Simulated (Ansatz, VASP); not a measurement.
# AlN: VASP beside Ansatz

Aim: how closely do two programs agree when they are given the same cell, functional and k mesh?

Method: plane waves, with VASP 6.6.1 beside it; G0W0 gap at PBE, in Ansatz 0.2.0.

## 1. Starting point

Symmetry: F-43m, No. 216, cubic system. The conventional cell has a = 4.368 Å, b = 4.368 Å, c = 4.368 Å, α = 90.00°, β = 90.00°, γ = 90.00°. Al has 4 N at 1.89 Å nearest. Nearest to N lie 4 Al at 1.89 Å. Farther neighbours and most contacts between anions are not listed.

As a file:

```cif
data_structure
_symmetry_space_group_name_H-M 'F-43m'
_symmetry_Int_Tables_number 216
_cell_length_a 4.3680
_cell_length_b 4.3680
_cell_length_c 4.3680
_cell_angle_alpha 90.000
_cell_angle_beta 90.000
_cell_angle_gamma 90.000
_cell_volume 83.34
loop_
_atom_site_label
_atom_site_type_symbol
_atom_site_symmetry_multiplicity
_atom_site_Wyckoff_symbol
_atom_site_fract_x
_atom_site_fract_y
_atom_site_fract_z
_atom_site_occupancy
Al1 Al 4 a 0.00000 0.00000 0.00000 1
N1 N 4 c 0.25000 0.25000 0.25000 1
```

## 2. VASP: G0W0 gap, PBE

Quasiparticle shifts depend on high empty states and on the cores, so they are the hardest test of two PAW sets.

Lines of VASP's logs that name or quote its potential files are left out, and so is its time.

The run reads the wave functions of an earlier VASP run, which isn't shown here.

Contents of INCAR:

```
SYSTEM = AlN
PREC = Accurate
ENCUT = 450
ISMEAR = 0
SIGMA = 0.01
LREAL = .FALSE.
GGA = PE
NBANDS = 48
ALGO = EVGW0
NELMGW = 1
ENCUTGW = 100
NOMEGA = 48
PRECFOCK = Fast
NBANDSGW = 16
LWAVE = .FALSE.
LCHARG = .FALSE.
```

Contents of POSCAR:

```
AlN
1.0
    0.0000000000      2.1839935596      2.1839935596
    2.1839935596      0.0000000000      2.1839935596
    2.1839935596      2.1839935596      0.0000000000
Al N
1 1
Direct
    0.0000000000      0.0000000000      0.0000000000
    0.7500000000      0.7500000000      0.7500000000
```

Contents of KPOINTS:

```
Automatic mesh
0
Gamma
4 4 4
0 0 0
```

PAW data sets: Al_GW and N_GW (PBE family, release 64).

Run with:

```
$ mpirun -np 8 vasp_std
```

Numbers of over 12 decimals in the logs are rounded to 6 here.

The program printed:

```text
[banner, memory and clock lines left out]
running    8 mpi-ranks, on    1 nodes
 distrk:  each k-point on    8 cores,    1 groups
 distr:  one band on    1 cores,    8 groups

 POSCAR found type information on POSCAR AlN
 POSCAR found :  2 types and       2 ions
|                                                                             |
|           W    W    AA    RRRRR   N    N  II  N    N   GGGG   !!!           |
|           W    W   A  A   R    R  NN   N  II  NN   N  G    G  !!!           |
|           W    W  A    A  R    R  N N  N  II  N N  N  G       !!!           |
|           W WW W  AAAAAA  RRRRR   N  N N  II  N  N N  G  GGG   !            |
|           WW  WW  A    A  R   R   N   NN  II  N   NN  G    G                |
|           W    W  A    A  R    R  N    N  II  N    N   GGGG   !!!           |
|                                                                             |
|     For optimal performance we recommend to set                             |
|       NCORE = 2 up to number-of-cores-per-socket                            |
|     NCORE specifies how many cores store one orbital (NPAR=cpu/NCORE).      |
|     This setting can greatly improve the performance of VASP for DFT.       |
|     The default, NCORE=1 might be grossly inefficient on modern             |
|     multi-core architectures or massively parallel machines. Do your        |
|     Unfortunately you need to use the default for GW and RPA                |
|     calculations (for HF NCORE is supported but not extensively tested      |
|     yet).                                                                   |
|                                                                             |

|                                                                             |
|           W    W    AA    RRRRR   N    N  II  N    N   GGGG   !!!           |
|           W    W   A  A   R    R  NN   N  II  NN   N  G    G  !!!           |
|           W    W  A    A  R    R  N N  N  II  N N  N  G       !!!           |
|           W WW W  AAAAAA  RRRRR   N  N N  II  N  N N  G  GGG   !            |
|           WW  WW  A    A  R   R   N   NN  II  N   NN  G    G                |
|           W    W  A    A  R    R  N    N  II  N    N   GGGG   !!!           |
|                                                                             |
|     The default for ENCUTGWSOFT is different in this version of VASP.       |
|     please manually set ENCUTGWSOFT =100 in the INCAR file.                 |
|                                                                             |

 LDA part: xc-table for (Slater+PW92), standard interpolation
 found WAVECAR, reading the header
 POSCAR, INCAR and KPOINTS ok, starting setup
 FFT: planning ... GRIDC
 FFT: planning ... GRID_SOFT
 FFT: planning ... GRID
 reading WAVECAR
 the WAVECAR file was read successfully
 initial charge from wavefunction
 available memory per node:     42.80 GB, setting MAXMEM to     43824

 The Fermi energy was updated, please check that it is located mid-gap
 values below the HOMO (VB) or above the LUMO (CB) will cause erroneous energies
 E-fermi :   6.6261

 calculate exact exchange contribution
 the WAVEDER file was read successfully
energies w=
    0.000    0.000    0.928    0.000    1.852    0.000    2.768    0.000
    3.674    0.000    4.567    0.000    5.446    0.000    6.309    0.000
    7.156    0.000    7.987    0.000    8.803    0.000    9.606    0.000
   10.398    0.000   11.180    0.000   11.955    0.000   12.726    0.000
   13.495    0.000   14.266    0.000   15.042    0.000   15.827    0.000
   16.624    0.000   17.438    0.000   18.273    0.000   19.136    0.000
   20.032    0.000   20.967    0.000   21.950    0.000   22.991    0.000
   24.099    0.000   25.289    0.000   26.576    0.000   27.979    0.000
   29.523    0.000   31.237    0.000   33.162    0.000   35.347    0.000
   37.857    0.000   40.783    0.000   44.247    0.000   48.423    0.000
   53.564    0.000   60.059    0.000   68.524    0.000   80.015    0.000
   96.482    0.000  121.993    0.000  166.659    0.000  264.533    0.000
 responsefunction array rank=      64
 LDA part: xc-table for (Slater+PW92), standard interpolation

 min. memory requirement per mpi rank     51.9 MB, per node    415.0 MB

 allocating   6 responsefunctions rank=    64
 shmem allocating  48 responsefunctions rank=    64
 response function shared by NCSHMEM nodes    1
 Doing            6  frequencies on each core in blocks of           48
NQ=   1    0.0000    0.0000    0.0000,
|.........|.........|.........|.........|.........|.........|.........|.........
 performed         34000 updates of chi_q(r,r)
 total number of BLAS operations          0.97 Gflops
NQ=   2    0.2500    0.0000    0.0000,
|.........|.........|.........|.........|.........|.........|.........|.........
 performed        111000 updates of chi_q(r,r)
 total number of BLAS operations          2.29 Gflops
NQ=   3    0.5000    0.0000    0.0000,
|.........|.........|.........|.........|.........|.........|.........|.........
 performed        176000 updates of chi_q(r,r)
 total number of BLAS operations          3.13 Gflops
NQ=   4    0.2500    0.2500    0.0000,
|.........|.........|.........|.........|.........|.........|.........|.........
 performed        253000 updates of chi_q(r,r)
 total number of BLAS operations          4.81 Gflops
NQ=   5    0.5000    0.2500    0.0000,
|.........|.........|.........|.........|.........|.........|.........|.........
 performed        364000 updates of chi_q(r,r)
 total number of BLAS operations          6.70 Gflops
NQ=   6   -0.2500    0.2500    0.0000,
|.........|.........|.........|.........|.........|.........|.........|.........
 performed        463000 updates of chi_q(r,r)
 total number of BLAS operations          8.61 Gflops
NQ=   7    0.5000    0.5000    0.0000,
|.........|.........|.........|.........|.........|.........|.........|.........
 performed        519000 updates of chi_q(r,r)
 total number of BLAS operations          9.33 Gflops
NQ=   8   -0.2500    0.5000    0.2500,
|.........|.........|.........|.........|.........|.........|.........|.........
 performed        593000 updates of chi_q(r,r)
 total number of BLAS operations         10.49 Gflops
 resolving degeneracies of screened two electron integrals

 calculate QP shifts <psi_nk| G(iteration)W_0 |psi_nk>: iteration 1
 entering main loop
```

Parts of OUTCAR (step 2):

```text
ion  position               nearest neighbor table
   1  0.000  0.000  0.000-   2 1.89   2 1.89   2 1.89   2 1.89
   2  0.750  0.750  0.750-   1 1.89   1 1.89   1 1.89   1 1.89

  LATTYP: Found a face centered cubic cell.
 ALAT       =     4.3679871192

 Subroutine GETGRP returns: Found 24 space group operations
 (whereof 24 operations were pure point group operations)

The static configuration has the point symmetry T_d .

 Found      8 irreducible k-points:

   k-points           NKPTS =      8   k-points in BZ     NKDIM =     64   number of bands    NBANDS=     48

   dimension x,y,z NGX =    24 NGY =   24 NGZ =   24
   dimension x,y,z NGXF=    48 NGYF=   48 NGZF=   48

   ENCUT  =  450.0 eV  33.07 Ry    5.75 a.u.   5.34  5.34  5.34*2*pi/ulx,y,z

   NELECT =       8.0000    total number of electrons

  energy-cutoff  :      450.00
  volume of cell :       20.83
      direct lattice vectors                 reciprocal lattice vectors
     0.000000000  2.183993560  2.183993560    -0.228938404  0.228938404  0.228938404
     2.183993560  0.000000000  2.183993560     0.228938404 -0.228938404  0.228938404
     2.183993560  2.183993560  0.000000000     0.228938404  0.228938404 -0.228938404

 k-points in reciprocal lattice and weights: Automatic mesh
   0.00000000  0.00000000  0.00000000       0.016
   0.25000000  0.00000000  0.00000000       0.125
   0.50000000  0.00000000  0.00000000       0.062
   0.25000000  0.25000000  0.00000000       0.094
   0.50000000  0.25000000  0.00000000       0.375
  -0.25000000  0.25000000  0.00000000       0.188
   0.50000000  0.50000000  0.00000000       0.047
  -0.25000000  0.50000000  0.25000000       0.094

 E-fermi :   6.6261

 QP shifts <psi_nk| G(iteration)W_0 |psi_nk>: iteration 1
 for sc-GW calculations column KS-energies equals QP-energies in previous step
 and V_xc(KS)=  KS-energies - (<T + V_ion + V_H > + <T+V_H+V_ion>^1  + <V_x>^1)
 k-point   1 :       0.0000    0.0000    0.0000
  band No.  KS-energies  QP-energies   sigma(KS)   V_xc(KS)     V^pw_x(r,r')   Z            occupation Imag(sigma)
      1     -10.0154     -11.3071     -16.6041     -14.7867     -24.7606       0.7107       2.0000       1.3069
      2       4.9809       4.3737     -17.5380     -16.7580     -20.9026       0.7785       2.0000       0.1088
      3       4.9809       4.3737     -17.5380     -16.7580     -20.9026       0.7785       2.0000       0.1088
      4       4.9809       4.3737     -17.5380     -16.7580     -20.9026       0.7785       2.0000       0.1088
      5       9.1564       9.9994     -11.4513     -12.5015      -7.6621       0.8027       0.0000      -0.0999
      6      17.5052      18.5614      -8.9450     -10.2705      -4.0131       0.7968       0.0000      -0.1629
      7      17.5052      18.5614      -8.9450     -10.2705      -4.0131       0.7968       0.0000      -0.1629
      8      17.5052      18.5614      -8.9450     -10.2705      -4.0131       0.7968       0.0000      -0.1629
    ...

 k-point   2 :       0.2500    0.0000    0.0000
  band No.  KS-energies  QP-energies   sigma(KS)   V_xc(KS)     V^pw_x(r,r')   Z            occupation Imag(sigma)
      1      -9.1639     -10.4242     -17.0211     -15.2692     -25.0363       0.7194       2.0000       1.1865
      2       1.7087       0.7511     -15.5597     -14.2923     -19.2616       0.7555       2.0000       0.1601
      3       4.7233       4.0785     -17.3936     -16.5633     -20.7883       0.7766       2.0000       0.1111
      4       4.7233       4.0785     -17.3936     -16.5633     -20.7883       0.7766       2.0000       0.1111
      5      11.4195      12.4157     -11.6691     -12.9262      -7.6014       0.7924       0.0000      -0.1134
      6      15.9276      17.0204     -10.2572     -11.6541      -5.3639       0.7823       0.0000      -0.1783
      7      17.2748      18.2484      -8.8826     -10.1040      -3.8961       0.7972       0.0000      -0.1894
      8      17.2748      18.2484      -8.8826     -10.1040      -3.8961       0.7972       0.0000      -0.1894
    ...

 k-point   3 :       0.5000    0.0000    0.0000
  band No.  KS-energies  QP-energies   sigma(KS)   V_xc(KS)     V^pw_x(r,r')   Z            occupation Imag(sigma)
      1      -7.9629      -9.1557     -17.9583     -16.3042     -25.8395       0.7211       2.0000       1.0204
      2      -0.8945      -2.0526     -14.1457     -12.5698     -18.4465       0.7349       2.0000       0.2913
      3       4.4963       3.8199     -17.3013     -16.4273     -20.7440       0.7739       2.0000       0.1133
      4       4.4963       3.8199     -17.3013     -16.4273     -20.7440       0.7739       2.0000       0.1133
      5      12.3355      13.2452      -9.9859     -11.1123      -5.6792       0.8077       0.0000      -0.1131
      6      14.8321      15.9431     -11.6688     -13.1438      -6.6005       0.7532       0.0000      -0.2066
      7      16.0961      16.9732      -8.6639      -9.7607      -3.8699       0.7997       0.0000      -0.1609
      8      16.0961      16.9732      -8.6639      -9.7607      -3.8699       0.7997       0.0000      -0.1609
    ...

 k-point   4 :       0.2500    0.2500    0.0000
  band No.  KS-energies  QP-energies   sigma(KS)   V_xc(KS)     V^pw_x(r,r')   Z            occupation Imag(sigma)
      1      -8.8869     -10.1213     -17.1553     -15.4298     -25.1288       0.7154       2.0000       1.1399
      2       2.0849       1.1859     -15.9275     -14.7480     -19.5698       0.7623       2.0000       0.1504
      3       3.9970       3.2363     -16.8528     -15.8678     -20.3203       0.7723       2.0000       0.1180
      4       3.9970       3.2363     -16.8528     -15.8678     -20.3203       0.7723       2.0000       0.1180
      5      10.9260      11.7668     -10.7402     -11.7958      -6.7285       0.7965       0.0000      -0.1107
      6      15.2069      16.1510      -8.8402     -10.0058      -4.2783       0.8099       0.0000      -0.1249
      7      16.4682      17.4894     -10.1952     -11.4951      -5.2189       0.7857       0.0000      -0.1913
      8      18.9744      20.1342      -9.9630     -11.4587      -4.5198       0.7754       0.0000      -0.2695
    ...

[... 4 further parts left out ...]
```

(Continued in part 2 of 2.)

[Lines on the potential files, build, host, timing and source positions are cut from VASP's logs without a mark.]

[Logs are printed without paths, hosts, clocks, repeated set-up lines and the standing remarks that a program may print on its own settings, such as how far it seeks lower states.]

[Hosts, paths, dates, database ids (printed as entryN), source tags and the programs' standing remarks are cut or masked in the printed files.]
